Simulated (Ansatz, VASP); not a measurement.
**Two plane-wave programs on TiO2**

```xyz
6
Lattice="4.6434 0.0000 0.0000 0.0000 4.6434 0.0000 0.0000 0.0000 2.8058" Properties=species:S:1:pos:R:3 pbc="T T T"
Ti    0.0000    0.0000    0.0000
Ti    2.3217    2.3217    1.4029
O     1.4167    1.4167    0.0000
O     0.9050    3.7384    1.4029
O     3.2267    3.2267    0.0000
O     3.7384    0.9050    1.4029
```

Alike in both runs: task single point; functional PBE; k mesh 6 × 6 × 10; occupations gaussian, width 0.05 eV; no spin polarisation.

|  | VASP | Ansatz |
| --- | --- | --- |
| version | VASP 6.6.1 | Ansatz 0.2.0 |
| potentials or method | VASP PAW PBE potentials, release 64 (Ti_sv, O) | scalar-relativistic, plane waves, PAW |
| plane-wave cutoff (eV) | 520 | 520 |
| valence electrons in the cell | 48 | 48 |

```csv
,VASP,Ansatz,Ansatz less VASP
gap on the k mesh at the Fermi level (eV),2.09,2.11,+0.028
least direct gap on the mesh (eV),2.09,2.11,+0.028
pressure (GPa),18.0,17.3,-0.71
largest component of the traceless stress (GPa),14.76,14.46,-0.301
rms of the force components (eV/Å),0.235,0.213,-0.0223
```

Atom by atom the forces differ by 0.022 eV/Å (rms over components).

Caveats: so large a pressure means that the cell lies far from this level's equilibrium, or that cutoff or potentials fall short (VASP). As with any semilocal functional, this PBE gap is likely too small. A k mesh can miss the band edges.
